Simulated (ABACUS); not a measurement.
# FeO (R-3m) in ABACUS: a series of runs

The runs below take FeO through equation of state, with PBE.

Everything below comes from runs of ABACUS 3.10.1. Logs are shortened: lines on timing, memory, paths and dates and some standing lists are left out, and cuts for length are marked.

**1. The structure**

It takes space group R-3m (No. 166, trigonal). Conventional cell: a = 3.035 Å, b = 3.035 Å, c = 7.547 Å, α = 90.00°, β = 90.00°, γ = 120.00°. Fe (site symmetry -3m) is surrounded by 6 O at 2.16 Å. O (site symmetry -3m) has 6 Fe at 2.16 Å as nearest neighbours.

**2. Equation of state, PBE, collinear spin, ferromagnetic start, 9.43 Å³/atom (volume scaled by 0.94)**

run_abacus.py reads:

```python
"""ABACUS run from a structure file: ASE reads it, the script writes STRU, KPT and INPUT."""
import re
import subprocess
from ase.io import read
from ase.units import Bohr

atoms = read("FeO.cif")
atoms = atoms[(-atoms.numbers).argsort(kind="stable")]  # ABACUS lists atoms element by element
pseudo = {'Fe': 'Fe.upf', 'O': 'O.upf'}
orbital = {}
magmoms = [3.0, 0.0]
kmesh = [8, 8, 8]
params = {
    'suffix': 'FeO',
    'calculation': 'scf',
    'basis_type': 'pw',
    'pseudo_dir': './',
    'symmetry': 1,
    'dft_functional': 'pbe',
    'ecutwfc': 90,
    'pseudo_rcut': 7,
    'nspin': 2,
    'nbands': 17,
    'ks_solver': 'dav',
    'smearing_method': 'fd',
    'smearing_sigma': 0.00367493,
    'scf_thr': 1e-08,
    'scf_nmax': 100,
    'mixing_type': 'broyden',
    'mixing_beta': 0.4,
    'cal_force': 1,
    'cal_stress': 1,
    'kpar': 4,
}

symbols = atoms.get_chemical_symbols()
elements = list(dict.fromkeys(symbols))
lines = ["ATOMIC_SPECIES"] + [f"{e} {atoms.get_masses()[symbols.index(e)]:.4f} {pseudo[e]}" for e in elements]
if orbital:
    lines += ["", "NUMERICAL_ORBITAL"] + [orbital[e] for e in elements]
lines += ["", "LATTICE_CONSTANT", f"{1 / Bohr:.10f}", "", "LATTICE_VECTORS"]
lines += [" ".join(f"{x:.10f}" for x in v) for v in atoms.cell]
lines += ["", "ATOMIC_POSITIONS", "Direct"]
for e in elements:
    lines += ["", e, "0.0", str(symbols.count(e))]
    for i, p in enumerate(atoms.get_scaled_positions(wrap=False)):
        if symbols[i] == e:
            mag = "" if magmoms is None else " mag " + " ".join(str(x) for x in (magmoms[i] if isinstance(magmoms[i], list) else [magmoms[i]]))
            lines.append(" ".join(f"{x:.10f}" for x in p) + " 1 1 1" + mag)
open("STRU", "w").write("\n".join(lines) + "\n")
open("KPT", "w").write("K_POINTS\n0\nGamma\n%d %d %d 0 0 0\n" % tuple(kmesh))
open("INPUT", "w").write("INPUT_PARAMETERS\n" + "".join(f"{k:<20s}{v}\n" for k, v in params.items()))

done = subprocess.run(['mpirun', '-np', '4', 'abacus'])
if done.returncode:
    raise SystemExit(done.returncode)
log = open("OUT.FeO/running_scf.log").read()
print("final energy (eV):", re.findall(r"FINAL_ETOT_IS (\S+)", log))
```

FeO.cif reads:

```cif
data_FeO
_cell_length_a 3.00341288
_cell_length_b 3.00341288
_cell_length_c 3.00341288
_cell_angle_alpha 59.33998110
_cell_angle_beta 59.33998110
_cell_angle_gamma 59.33998098
_space_group_name_H-M_alt 'P1'
_space_group_name_Hall 'P 1'
_space_group_IT_number 1
loop_
_space_group_symop_operation_xyz
'x,y,z'
loop_
_atom_site_label
_atom_site_type_symbol
_atom_site_symmetry_multiplicity
_atom_site_Wyckoff_symbol
_atom_site_fract_x
_atom_site_fract_y
_atom_site_fract_z
_atom_site_occupancy
Fe1 Fe 1 a 0.0000000000 0.0000000000 0.0000000000 1
O1 O 1 a 0.5000000000 0.5000000000 0.5000000000 1
```

Potentials or basis: PseudoDojo NC SR 0.4.1 PBE standard, plane waves.

The run is started by

```
OMP_NUM_THREADS=1 python run_abacus.py > log
```

running log:

```text
ABACUS v3.10.1

               Atomic-orbital Based Ab-initio Computation at UStc

 ------------------------------------------------------------------------------------

 READING GENERAL INFORMATION
                           global_out_dir = OUT.FeO/
                           global_in_card = INPUT
                               pseudo_dir = ./
                              orbital_dir =
                                    DSIZE = 4
                                    GSIZE = 1

 READING UNITCELL INFORMATION
                                    ntype = 2
                  lattice constant (Bohr) = 1.88973
              lattice constant (Angstrom) = 1

 READING ATOM TYPE 1
                               atom label = Fe
                      L=0, number of zeta = 1
                      L=1, number of zeta = 1
                      L=2, number of zeta = 1
             number of atom for this type = 1
               magnetization of element 1 = 3

 READING ATOM TYPE 2
                               atom label = O
                      L=0, number of zeta = 1
                      L=1, number of zeta = 1
                      L=2, number of zeta = 1
             number of atom for this type = 1
               magnetization of element 2 = 0

                        TOTAL ATOM NUMBER = 2
DIRECT COORDINATES
    atom                   x                   y                   z     mag                  vx                  vy                  vz
taud_Fe1            0.0000000000        0.0000000000        0.0000000000  3.0000        0.0000000000        0.0000000000        0.0000000000
taud_O1            0.5000000000        0.5000000000        0.5000000000  0.0000        0.0000000000        0.0000000000        0.0000000000

                          Volume (Bohr^3) = 127.336
                             Volume (A^3) = 18.8693

 Lattice vectors: (Cartesian coordinate: in unit of a_0)
             +3.00341                  +0                  +0
             +1.53157            +2.58356                  +0
             +1.53157           +0.872529            +2.43176
 Reciprocal vectors: (Cartesian coordinate: in unit of 2 pi/a_0)
            +0.332955            -0.19738            -0.13888
                   -0           +0.387063            -0.13888
                   +0                  -0           +0.411224
 The esolver type has been set to : ksdft_pw

                PAO radial cut off (Bohr) = 7

 Read in pseudopotential file is Fe.upf
                     pseudopotential type = NC
          exchange-correlation functional = PBE
                 nonlocal core correction = 1
                        valence electrons = 16
                                     lmax = 2
                           number of zeta = 4
                     number of projectors = 6
                           L of projector = 0
                           L of projector = 0
                           L of projector = 1
                           L of projector = 1
                           L of projector = 2
                           L of projector = 2
                PAO radial cut off (Bohr) = 7

 Read in pseudopotential file is O.upf
                     pseudopotential type = NC
          exchange-correlation functional = PBE
                 nonlocal core correction = 1
                        valence electrons = 6
                                     lmax = 2
                           number of zeta = 2
                     number of projectors = 5
                           L of projector = 0
                           L of projector = 0
                           L of projector = 1
                           L of projector = 1
                           L of projector = 2
     initial pseudo atomic orbital number = 14
 The readin total magnetization is 3

 SETUP THE ELECTRONS NUMBER
            electron number of element Fe = 16
      total electron number of element Fe = 16
             electron number of element O = 6
       total electron number of element O = 6
            AUTOSET number of electrons:  = 22
                           occupied bands = 11
                                   NBANDS = 17
                                   NLOCAL = 18

%%%%%%%%%%%%%%%%%%%%%%%%%%%%%%%%%%%%%%%%%%%%%%%%%%%%%%%%%%%%%%%%%%%%%%%%%%%%%%%%%%%%%%%%%%%%%%%%%%%%%%%%%%
 Warning: the number of valence electrons in pseudopotential > 8 for Fe: [Ar] 3d6 4s2
 Pseudopotentials with additional electrons can yield (more) accurate outcomes, but may be less efficient.
 If you're confident that your chosen pseudopotential is appropriate, you can safely ignore this warning.
%%%%%%%%%%%%%%%%%%%%%%%%%%%%%%%%%%%%%%%%%%%%%%%%%%%%%%%%%%%%%%%%%%%%%%%%%%%%%%%%%%%%%%%%%%%%%%%%%%%%%%%%%%

 SETUP THE PLANE WAVE BASIS
 energy cutoff for charge/potential (unit:Ry) = 360
            fft grid for charge/potential = [ 36, 36, 36 ]
                        fft grid division = [ 1, 1, 1 ]
        big fft grid for charge/potential = [ 36, 36, 36 ]
[... 54 lines left out ...]
                                       C4 = 0
                                       C6 = 0
                                       S1 = 3
                                       S3 = 0
                                       S4 = 0
                                       S6 = 2
                              POINT GROUP = D_3d
                                       C2 = 3
                                       C3 = 2
                                       C4 = 0
                                       C6 = 0
                                       S1 = 3
                                       S3 = 0
                                       S4 = 0
                                       S6 = 2
               POINT GROUP IN SPACE GROUP = D_3d

 SETUP K-POINTS
                                    nspin = 2
                   Input type of k points = Monkhorst-Pack(Gamma)
                                   nkstot = 512
                       right hand lattice = 1
(for reciprocal lattice: )
                             BRAVAIS TYPE = 7
                     BRAVAIS LATTICE NAME = 07. Rhombohedral (Trigonal) cell
                                    ibrav = 7
                       right hand lattice = 1
(for k-lattice: )
                             BRAVAIS TYPE = 7
                     BRAVAIS LATTICE NAME = 07. Rhombohedral (Trigonal) cell
                                    ibrav = 7
                       right hand lattice = 1
                        ROTATION MATRICES = 12
                               nkstot_ibz = 65
K-POINTS REDUCTION ACCORDING TO SYMMETRY
     IBZ    DIRECT_X    DIRECT_Y    DIRECT_Z  WEIGHT  ibz2bz
       1  0.00000000  0.00000000  0.00000000  0.0020       0
       2  0.12500000  0.00000000  0.00000000  0.0117       1
       3  0.25000000  0.00000000  0.00000000  0.0117       2
       4  0.37500000  0.00000000  0.00000000  0.0117       3
       5  0.50000000  0.00000000  0.00000000  0.0059       4
       6  0.12500000  0.12500000  0.00000000  0.0117       9
[... 22 lines left out ...]
      29  0.25000000  0.25000000  0.12500000  0.0117      82
      30  0.37500000  0.25000000  0.12500000  0.0234      83
[... 35 further k points ...]

                               nkstot now = 65
[... K-POINTS DIRECT COORDINATES: 65 rows ...]

           k-point number in this process = 17
       minimum distributed K point number = 16
[... stars of the k points ...]
                             nks(nspin=2) = 34
                          nkstot(nspin=2) = 130

[... K-POINTS CARTESIAN COORDINATES: 34 rows ...]

[... K-POINTS DIRECT COORDINATES: 34 rows ...]

 SETUP PLANE WAVES FOR WAVE FUNCTIONS
     energy cutoff for wavefunc (unit:Ry) = 90
              fft grid for wave functions = [ 36, 36, 36 ]
                    number of plane waves = 2253
                         number of sticks = 231

 PARALLEL PW FOR WAVE FUNCTIONS
     PROC   COLUMNS(POT)             PW
        1            231           2253
 --------------- sum -------------------
        1            231           2253

 SETUP NONLOCAL PSEUDOPOTENTIALS IN PLANE WAVE BASIS
 Fe non-local projectors:
 projector 1 L=0
 projector 2 L=0
 projector 3 L=1
 projector 4 L=1
 projector 5 L=2
 projector 6 L=2
 O non-local projectors:
 projector 1 L=0
 projector 2 L=0
 projector 3 L=1
 projector 4 L=1
 projector 5 L=2
      TOTAL NUMBER OF NONLOCAL PROJECTORS = 31

 Init Non-Local PseudoPotential table :
 Init Non-Local-Pseudopotential done.

                                     npwx = 1855

 Make real space PAO into reciprocal space.
       max mesh points in Pseudopotential = 701
     dq(describe PAO in reciprocal space) = 0.01
                                    max q = 1143

 number of pseudo atomic orbitals for Fe is 4
WARNING: norm of atomic wavefunction # 3 of atomic type Fe is 0.999976, renormalized
WARNING: norm of atomic wavefunction # 4 of atomic type Fe is 0.996498, renormalized

 number of pseudo atomic orbitals for O is 2
WARNING: norm of atomic wavefunction # 2 of atomic type O is 0.999977, renormalized

 -------------------------------------------
 SELF-CONSISTENT
 -------------------------------------------
                                 init_chg = atomic

 PW ALGORITHM --------------- ION=   1  ELEC=   1--------------------------------
          total magnetism (Bohr mag/cell) = 3.97769
       absolute magnetism (Bohr mag/cell) = 3.9777
                        nelec for spin up = 12.9888
                      nelec for spin down = 9.01116
[... 145 lines left out ...]
 Density error is 3.5436977314e-09
                          Error Threshold = 2.75552817569e-10
----------------------------------------------------------
     Energy           Rydberg                 eV
----------------------------------------------------------
 E_KohnSham     -283.7267703227      -3860.3007515259
 E_KS(sigma->0) -283.7263292304      -3860.2947501580
 E_Harris       -283.7273568000      -3860.3087309585
 E_band         -17.9500090802       -244.2224026425
 E_one_elec     -118.8871336536      -1617.5424365767
 E_Hartree      73.1217040987        994.8718232123
 E_xc           -44.1231870273       -600.3267574912
 E_Ewald        -193.8372715560      -2637.2913779345
 E_entropy(-TS) -0.0008821845        -0.0120027359
 E_descf        0.0000000000         0.0000000000
 E_exx          0.0000000000         0.0000000000
 E_Fermi        1.1681393507         15.8933512269
----------------------------------------------------------

 charge density convergence is achieved
 final etot is -3860.3007515 eV
 EFERMI = 15.893351227 eV

 STATE ENERGY(eV) AND OCCUPATIONS    NSPIN == 2
SPIN UP :
 1/17 kpoint (Cartesian) = 0.0000 0.0000 0.0000 (1839 pws)
       1       -73.9990     0.00195312
       2       -40.1593     0.00195312
       3       -40.1444     0.00195312
       4       -40.1444     0.00195312
       5       -5.42737     0.00195312
       6        11.6345     0.00195312
[... 9 lines left out ...]
      16        32.9831        0.00000
[... 82 lines left out ...]
       4       -40.1481      0.0117188
       5       -5.20777      0.0117188
       6        9.61727      0.0117188
[... 9 lines left out ...]
      16        31.9761        0.00000
      17        32.2168        0.00000

[... levels at 28 further k points ...]

------------------------------------------------------------------------------------------
 TOTAL-FORCE (eV/Angstrom)
------------------------------------------------------------------------------------------
                       Fe1         0.0000000000         0.0000000000         0.0000000000
                        O1         0.0000000000         0.0000000000         0.0000000000
------------------------------------------------------------------------------------------

----------------------------------------------------------------
 TOTAL-STRESS (KBAR)
----------------------------------------------------------------
       111.1673289595        -2.7448681339        -1.9313369288
        -2.7448681339       114.4217167156        -1.1002748616
        -1.9313369288        -1.1002748616       115.2112838624
----------------------------------------------------------------
 TOTAL-PRESSURE: 113.600110 KBAR

 --------------------------------------------
 !FINAL_ETOT_IS -3860.3007515259487263 eV
 --------------------------------------------
```

Wall time 31 s (4 MPI ranks of AMD EPYC 7R43 (Zen 3), shared host); peak memory 0.36 GiB.

Results:

```
Free energy            : -3860.3008 eV
Pressure               : 11.4 GPa
Band gap on the k mesh : none (metal or under the smearing width)
Net moment             : 4.00 μB per cell
Absolute moment        : 4.02 μB per cell
```

Caveat: a cell with one magnetic atom can't hold antiferromagnetic order, which such compounds often take; semilocal functionals often make such compounds metallic where correlation or magnetic order opens a gap, which also shifts bond lengths.

**3. Equation of state, PBE, collinear spin, ferromagnetic start, 9.84 Å³/atom (volume scaled by 0.98)**

run_abacus.py is that of step 2.

Changes to FeO.cif since step 2:

```diff
@@ -1,8 +1,8 @@
 data_FeO
-_cell_length_a 3.00341288
-_cell_length_b 3.00341288
-_cell_length_c 3.00341288
-_cell_angle_alpha 59.33998110
-_cell_angle_beta 59.33998110
-_cell_angle_gamma 59.33998098
+_cell_length_a 3.04542409
+_cell_length_b 3.04542409
+_cell_length_c 3.04542409
+_cell_angle_alpha 59.33998109
+_cell_angle_beta 59.33998109
+_cell_angle_gamma 59.33998097
 _space_group_name_H-M_alt 'P1'
```

Potentials or basis: PseudoDojo NC SR 0.4.1 PBE standard, plane waves.

The run is started by

```
OMP_NUM_THREADS=1 python run_abacus.py > log
```

Run time: 33 s. Hardware: 4 MPI ranks of AMD EPYC 7R43 (Zen 3), shared host; peak memory 0.36 GiB.

It converged, with:

- Free energy: -3860.3348 eV
- Pressure: 2.4 GPa
- Band gap on the k mesh: none (metal or under the smearing width)
- Net moment: 4.00 μB per cell
- Absolute moment: 4.02 μB per cell

Caveat: a cell with one magnetic atom can't hold antiferromagnetic order, which such compounds often take; semilocal functionals often make such compounds metallic where correlation or magnetic order opens a gap, which also shifts bond lengths.

**4. Equation of state, PBE, collinear spin, ferromagnetic start, 10.24 Å³/atom (volume scaled by 1.02)**

run_abacus.py is that of step 3.

Changes to FeO.cif since step 3:

```diff
@@ -1,7 +1,7 @@
 data_FeO
-_cell_length_a 3.04542409
-_cell_length_b 3.04542409
-_cell_length_c 3.04542409
-_cell_angle_alpha 59.33998109
-_cell_angle_beta 59.33998109
+_cell_length_a 3.08630715
+_cell_length_b 3.08630715
+_cell_length_c 3.08630715
+_cell_angle_alpha 59.33998110
+_cell_angle_beta 59.33998110
 _cell_angle_gamma 59.33998097
```

The run is started by

```
OMP_NUM_THREADS=1 python run_abacus.py > log
```

Wall time 28 s (4 MPI ranks of AMD EPYC 7R43 (Zen 3), shared host); peak memory 0.4 GiB.

It converged, with:

| Property | Result |
| --- | --- |
| Free energy | -3860.3286 eV |
| Pressure | -4.8 GPa |
| Band gap on the k mesh | none (metal or under the smearing width) |
| Net moment | 4.00 μB per cell |
| Absolute moment | 4.02 μB per cell |

Caveat: a cell with one magnetic atom can't hold antiferromagnetic order, which such compounds often take; semilocal functionals often make such compounds metallic where correlation or magnetic order opens a gap, which also shifts bond lengths.

**5. Equation of state, PBE, collinear spin, ferromagnetic start, 10.64 Å³/atom (volume scaled by 1.06)**

run_abacus.py is that of step 4.

Changes to FeO.cif since step 4:

```diff
@@ -1,8 +1,8 @@
 data_FeO
-_cell_length_a 3.08630715
-_cell_length_b 3.08630715
-_cell_length_c 3.08630715
+_cell_length_a 3.12613486
+_cell_length_b 3.12613486
+_cell_length_c 3.12613486
 _cell_angle_alpha 59.33998110
 _cell_angle_beta 59.33998110
-_cell_angle_gamma 59.33998097
+_cell_angle_gamma 59.33998098
 _space_group_name_H-M_alt 'P1'
```

The run is started by

```
OMP_NUM_THREADS=1 python run_abacus.py > log
```

Run time: 27 s. Hardware: 4 MPI ranks of AMD EPYC 7R43 (Zen 3), shared host; peak memory 0.36 GiB.

Results (log left out):

```
Free energy            : -3860.2901 eV
Pressure               : -10.6 GPa
Band gap on the k mesh : none (metal or under the smearing width)
Net moment             : 4.00 μB per cell
Absolute moment        : 4.02 μB per cell
```

Caveat: a cell with one magnetic atom can't hold antiferromagnetic order, which such compounds often take; semilocal functionals often make such compounds metallic where correlation or magnetic order opens a gap, which also shifts bond lengths.

**6. Equation of state, PBE, collinear spin, ferromagnetic start**

Potentials or basis: PseudoDojo NC SR 0.4.1 PBE standard, plane waves.

This step only gathers the single runs of the series.

What came out:

| Quantity | Value |
| --- | --- |
| Equilibrium volume | 9.97 Å³/atom |
| Bulk modulus at fixed shape and positions | 185 GPa |
| Pressure derivative of the bulk modulus | 4.4 (rough: it moves with the points fitted) |

Energy against volume, from the lowest point:
```
volume (Å³/atom)  energy (meV/atom)
           9.435              17.04
           9.836               0.00
          10.238               3.09
          10.639              22.37
```

Caveat: the cell was scaled at fixed shape and fractional positions, which overstates the stiffness of a crystal with free parameters, most of all of layers and chains.
